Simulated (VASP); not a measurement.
# CaO (Fm-3m) in VASP: Born charges and dielectric tensor with LDA

Aim: the Born charges and dielectric tensor of CaO with LDA.

Everything below comes from runs of VASP 6.6.1. Logs are shortened: lines on timing, memory, paths and dates and some standing lists are left out, and cuts for length are marked.

### Step 1. The crystal as given

It takes space group Fm-3m (No. 225, cubic). The conventional cell has a = 4.717 Å, b = 4.717 Å, c = 4.717 Å, α = 90.00°, β = 90.00°, γ = 90.00°. Ca (site symmetry m-3m) is surrounded by 6 O at 2.36 Å. O (site symmetry m-3m) is surrounded by 6 Ca at 2.36 Å.

### Step 2. Born charges and dielectric tensor, LDA

Contents of INCAR:

```
SYSTEM = CaO
  PREC = Accurate
  ENCUT = 600
  EDIFF = 1E-8
  ISMEAR = 0
  SIGMA = 0.02
  LREAL = .FALSE.
  LASPH = .TRUE.
  NELM = 60
  ALGO = Normal
  ISIF = 2
  LWAVE = .FALSE.
  LCHARG = .FALSE.
  LEPSILON = .TRUE.
  IBRION = 8
  NSW = 1
```

Contents of KPOINTS:

```
Automatic mesh
0
G
  8 8 8
  0 0 0
```

Contents of POSCAR:

```
CaO
1.0
    0.0000000000      2.3586200000      2.3586200000
    2.3586200000      0.0000000000      2.3586200000
    2.3586200000      2.3586200000      0.0000000000
Ca O
1 1
Direct
    0.0000000000      0.0000000000      0.0000000000
    0.5000000000      0.5000000000      0.5000000000
```

Potentials or basis: VASP PAW LDA potentials, release 64 (Ca_sv, O).

On the command line:

```console
> cat potpaw_LDA.64/Ca_sv/POTCAR potpaw_LDA.64/O/POTCAR > POTCAR
> mpirun -np 1 vasp_std > vasp.out
```

OUTCAR:

```text
SYSTEM = CaO
   PREC = Accurate
   ENCUT = 600
   EDIFF = 1E-8
   ISMEAR = 0
   LREAL = .FALSE.
   LASPH = .TRUE.
   NELM = 60
   ISIF = 2
   LEPSILON = .TRUE.
   IBRION = 8
   NSW = 1

 ion  position               nearest neighbor table
   1  0.000  0.000  0.000-   2 2.36   2 2.36   2 2.36   2 2.36   2 2.36   2 2.36
   2  0.500  0.500  0.500-   1 2.36   1 2.36   1 2.36   1 2.36   1 2.36   1 2.36

  LATTYP: Found a face centered cubic cell.
 ALAT       =     4.7172400000

  Lattice vectors:

 A1 = (   0.0000000000,   2.3586200000,   2.3586200000)
 A2 = (   2.3586200000,   0.0000000000,   2.3586200000)
 A3 = (   2.3586200000,   2.3586200000,   0.0000000000)

Analysis of symmetry for initial positions (statically):
=====================================================================
 Subroutine PRICEL returns:
 Original cell was already a primitive cell.

 Routine SETGRP: Setting up the symmetry group for a
 face centered cubic supercell.

 Subroutine GETGRP returns: Found 48 space group operations
 (whereof 48 operations were pure point group operations)
 out of a pool of 48 trial point group operations.

The static configuration has the point symmetry O_h .

Analysis of symmetry for dynamics (positions and initial velocities):
=====================================================================
 Subroutine PRICEL returns:
 Original cell was already a primitive cell.

 Routine SETGRP: Setting up the symmetry group for a
 face centered cubic supercell.

 Subroutine GETGRP returns: Found 48 space group operations
 (whereof 48 operations were pure point group operations)
 out of a pool of 48 trial point group operations.

The dynamic configuration has the point symmetry O_h .

 Subroutine INISYM returns: Found 48 space group operations
 (whereof 48 operations are pure point group operations),
 and found     1 'primitive' translations

----------------------------------------------------------------------------------------

                                     Primitive cell

  volume of cell :      26.2424

  direct lattice vectors                    reciprocal lattice vectors
     0.000000000  2.358620000  2.358620000    -0.211988366  0.211988366  0.211988366
     2.358620000  0.000000000  2.358620000     0.211988366 -0.211988366  0.211988366
     2.358620000  2.358620000  0.000000000     0.211988366  0.211988366 -0.211988366

  length of vectors
     3.335592392  3.335592392  3.335592392     0.367174621  0.367174621  0.367174621

  position of ions in fractional coordinates (direct lattice)
     0.000000000  0.000000000  0.000000000
     0.500000000  0.500000000  0.500000000

  ion indices of the primitive-cell ions
   primitive index   ion index
                 1           1
                 2           2

----------------------------------------------------------------------------------------

 KPOINTS: Automatic mesh

Automatic generation of k-mesh.
 Grid dimensions read from file:
 generate k-points for:    8    8    8

 Generating k-lattice:

  Cartesian coordinates                     Fractional coordinates (reciprocal lattice)
    -0.026498546  0.026498546  0.026498546     0.125000000  0.000000000  0.000000000
     0.026498546 -0.026498546  0.026498546     0.000000000  0.125000000  0.000000000
     0.026498546  0.026498546 -0.026498546     0.000000000  0.000000000  0.125000000

  Length of vectors
     0.045896828  0.045896828  0.045896828

  Shift w.r.t. Gamma in fractional coordinates (k-lattice)
     0.000000000  0.000000000  0.000000000

 Subroutine IBZKPT returns following result:
 ===========================================

 Found     29 irreducible k-points:

 Following reciprocal coordinates:
            Coordinates               Weight
  0.000000  0.000000  0.000000      1.000000
  0.125000  0.000000  0.000000      8.000000
  0.250000  0.000000  0.000000      8.000000
[... 466 lines left out ...]
     2.358620000  2.358620000  0.000000000     0.211988366  0.211988366 -0.211988366

 POSITION                                       TOTAL-FORCE (eV/Angst)
 -----------------------------------------------------------------------------------
      0.00000      0.00000      0.00000        -0.000000     -0.000000     -0.000000
      2.35862      2.35862      2.35862         0.000000      0.000000      0.000000
 -----------------------------------------------------------------------------------
    total drift:                                0.000000      0.000000      0.000000

  FREE ENERGIE OF THE ION-ELECTRON SYSTEM (eV)
  ---------------------------------------------------
  free  energy   TOTEN  =       -14.2237767555 eV

  energy  without entropy=      -14.2237767555  energy(sigma->0) =      -14.22377676

 HEAD OF MICROSCOPIC STATIC DIELECTRIC TENSOR (INDEPENDENT PARTICLE, excluding Hartree and local field effects)
 ------------------------------------------------------
           4.084106     0.000000    -0.000000
           0.000000     4.084106     0.000000
           0.000000     0.000000     4.084106
 ------------------------------------------------------

 Free energy of the ion-electron system (eV)
  ---------------------------------------------------
  ---------------------------------------------------
  free energy    TOTEN  =        -0.22178823 eV

  energy without entropy =       -0.22178823

------------------------ aborting loop because EDIFF is reached ----------------------------------------

--------------------------------------- Ionic step        2  -------------------------------------------

------------------------ aborting loop because EDIFF is reached ----------------------------------------

--------------------------------------- Ionic step        3  -------------------------------------------

------------------------ aborting loop because EDIFF is reached ----------------------------------------

 PIEZOELECTRIC TENSOR FIELD DIRECTION 3  (e Angst)
 -----------------------------------------------------------------------------
     0.00001  0.00000  0.00000           ( -0.00001  0.00000  0.00000)
     0.00000  0.00001 -0.00000           (  0.00000 -0.00001 -0.00000)
     0.00000 -0.00000 -0.00076           (  0.00000 -0.00000 -0.00000)

 PIEZOELECTRIC TENSOR FIELD DIRECTION 3  (C/m^2)
 -----------------------------------------------------------------------------
     0.00000  0.00000  0.00000
     0.00000  0.00000 -0.00000
     0.00000 -0.00000 -0.00047

--------------------------------------- Ionic step        4  -------------------------------------------

------------------------ aborting loop because EDIFF is reached ----------------------------------------

[... ionic steps 5 to 6 ...]

--------------------------------------- Ionic step        7  -------------------------------------------

 Free energy of the ion-electron system (eV)
  ---------------------------------------------------
  ---------------------------------------------------
  free energy    TOTEN  =        -0.35727926 eV

  energy without entropy =       -0.35727926

------------------------ aborting loop because EDIFF is reached ----------------------------------------

 INTERNAL STRAIN TENSOR  FOR ION    2  DIRECTION 1   (eV/Angst):
 -----------------------------------------------------------------------------
     0.01960 -0.00000  0.00000
     0.00000 -0.01103 -0.00000
     0.00000 -0.00000 -0.01103

 MACROSCOPIC STATIC DIELECTRIC TENSOR (including local field effects in DFT)
 ------------------------------------------------------
           3.880705    -0.000000     0.000000
           0.000000     3.880705     0.000000
          -0.000000     0.000000     3.880705
 ------------------------------------------------------

 PIEZOELECTRIC TENSOR (including local field effects)  for field in x, y, z        (e  Angst)
          XX          YY          ZZ          XY          YZ          ZX
  --------------------------------------------------------------------------------
  x     0.00000     0.00000     0.00000     0.00000     0.00000     0.00000
  y     0.00000     0.00000     0.00000     0.00000     0.00000     0.00000
  z     0.00000     0.00000     0.00000     0.00000     0.00000     0.00000

 PIEZOELECTRIC TENSOR (including local field effects)  for field in x, y, z        (C/m^2)
          XX          YY          ZZ          XY          YZ          ZX
  --------------------------------------------------------------------------------
  x     0.00000     0.00000     0.00000     0.00000     0.00000     0.00000
  y     0.00000     0.00000     0.00000     0.00000     0.00000     0.00000
  z     0.00000     0.00000     0.00000     0.00000     0.00000     0.00000

 BORN EFFECTIVE CHARGES (including local field effects) (in |e|, cummulative output)
 ---------------------------------------------------------------------------------
 ion    1
    1     2.37559     0.00000     0.00000
    2     0.00000     2.37559    -0.00000
    3     0.00000     0.00000     2.37559
 ion    2
    1    -2.37559    -0.00000    -0.00000
    2    -0.00000    -2.37559     0.00000
    3     0.00000     0.00000    -2.37559

 INTERNAL STRAIN TENSOR FOR ION    2 for displacements in x,y,z  (eV/Angst):
          X           Y           Z          XY          YZ          ZX
  --------------------------------------------------------------------------------
  x     0.00000     0.00000     0.00000     0.00000     0.00000     0.00000
  y     0.00000     0.00000     0.00000     0.00000     0.00000     0.00000
  z     0.00000     0.00000     0.00000     0.00000     0.00000     0.00000

 SECOND DERIVATIVES (NOT SYMMETRIZED)
 ------------------------------------
               1X          1Y          1Z          2X          2Y          2Z
  1X    -3.660917    0.000000    0.000000    3.660917    0.000000    0.000000
  1Y     0.000000   -3.660917    0.000000    0.000000    3.660917    0.000000
  1Z     0.000000    0.000000   -3.660917    0.000000    0.000000    3.660917
  2X     3.644790    0.000000    0.000000   -3.644790    0.000000    0.000000
  2Y     0.000000    3.644790    0.000000    0.000000   -3.644790    0.000000
  2Z     0.000000    0.000000    3.644790    0.000000    0.000000   -3.644790

 Eigenvectors and eigenvalues of the dynamical matrix
 ----------------------------------------------------

   1 f  =    8.831702 THz    55.491218 2PiTHz  294.593858 cm-1    36.524967 meV
             X         Y         Z           dx          dy          dz
      0.000000  0.000000  0.000000     0.000000    0.534994    0.000000
      2.358620  2.358620  2.358620     0.000000   -0.844856    0.000000
[... 21 lines left out ...]
   6 f/i=    0.008812 THz     0.055366 2PiTHz    0.293928 cm-1     0.036442 meV
             X         Y         Z           dx          dy          dz
      0.000000  0.000000  0.000000     0.000000    0.000000    0.844856
      2.358620  2.358620  2.358620     0.000000    0.000000    0.534994

--------------------------------------------------------------------------------------------------------

 MACROSCOPIC STATIC DIELECTRIC TENSOR IONIC CONTRIBUTION
 ------------------------------------------------------
          10.653027     0.000000     0.000000
           0.000000    10.653027    -0.000000
           0.000000    -0.000000    10.653027
 ------------------------------------------------------

 ELASTIC MODULI CONTR FROM IONIC RELAXATION (kBar)
 Direction    XX          YY          ZZ          XY          YZ          ZX
 --------------------------------------------------------------------------------
 XX           0.0000      0.0000      0.0000      0.0000      0.0000      0.0000
 YY           0.0000      0.0000      0.0000      0.0000      0.0000      0.0000
 ZZ           0.0000      0.0000      0.0000      0.0000      0.0000      0.0000
 XY           0.0000      0.0000      0.0000      0.0000      0.0000      0.0000
 YZ           0.0000      0.0000      0.0000      0.0000      0.0000      0.0000
 ZX           0.0000      0.0000      0.0000      0.0000      0.0000      0.0000
 --------------------------------------------------------------------------------

 PIEZOELECTRIC TENSOR IONIC CONTR  for field in x, y, z        (C/m^2)
          XX          YY          ZZ          XY          YZ          ZX
  --------------------------------------------------------------------------------
  x     0.00000     0.00000     0.00000     0.00000     0.00000     0.00000
  y     0.00000     0.00000     0.00000     0.00000     0.00000     0.00000
  z     0.00000     0.00000     0.00000     0.00000     0.00000     0.00000
```

It took 5.2 min on 1 thread of Intel Xeon Platinum 8375C at 2.90GHz (Ice Lake), shared host; peak memory 0.2 GiB.

What came out:

```
Band gap on the k mesh                                  : 3.42 eV, indirect (least direct gap 3.78 eV)
Electronic dielectric tensor (diagonal)                 : 3.88
Born charges (mean of the diagonal)                     : Ca +2.38; O -2.38 e
Highest phonon frequency at Γ, LO-TO splitting left out : 295 cm⁻¹
```

Levels at points of the mesh, in eV from the valence-band top:
```tsv
k point	band 6	band 7	band 8	band 9	band 10	band 11
(0.00, 0.00, 0.00)	0.00	0.00	0.00	5.03	6.24	6.24
(0.50, 0.00, 0.00)	-2.85	-1.35	-1.35	7.22	8.61	8.61
(0.50, 0.50, 0.00)	-1.27	-0.36	-0.36	3.42	8.45	9.20
```

Phonon frequencies in cm⁻¹ (negative: imaginary):
| q point | frequencies |
| --- | --- |
| (0.000, 0.000, 0.000) | 0 0 0 295 295 295 |

Electronic dielectric tensor:
```
3.88 0.00 0.00
0.00 3.88 0.00
0.00 0.00 3.88
```

Born effective charge tensors (e):
atom 1, Ca
```
2.38 0.00 0.00
0.00 2.38 0.00
0.00 0.00 2.38
```
atom 2, O
```
-2.38  0.00  0.00
 0.00 -2.38  0.00
 0.00  0.00 -2.38
```

A k mesh can miss the band edges.
